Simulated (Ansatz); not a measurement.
HgSe:

```
Hg Se
1.0
     0.00000    3.03900    3.03900
     3.03900    0.00000    3.03900
     3.03900    3.03900    0.00000
Hg Se
1 1
Direct
  0.00000 0.00000 0.00000
  0.75000 0.75000 0.75000
```

Base run:

* Program: Ansatz 0.2.0
* Functional: PBE
* Potentials or basis: all-electron LAPW, scalar-relativistic
* Cutoff: 278 eV (chosen from the basis error)
* Basis error allowed: 0.001 eV/atom
* k mesh: 6 × 6 × 6
* Occupations: fermi-dirac, width 0.05 eV
* Spin: no spin polarisation

Its results: pressure 4.8 GPa.

**Question.** The run is repeated on the same cell with these changes: potentials or basis from all-electron LAPW, scalar-relativistic to all-electron LAPW, relativistic spinors; spin from no spin polarisation to spin-orbit coupling, no magnetisation. What comes out?

**Answer.** Pressure 4.2 GPa.

Caveats: the k mesh is thin for a metal, which can move the energy by tens of meV per atom.
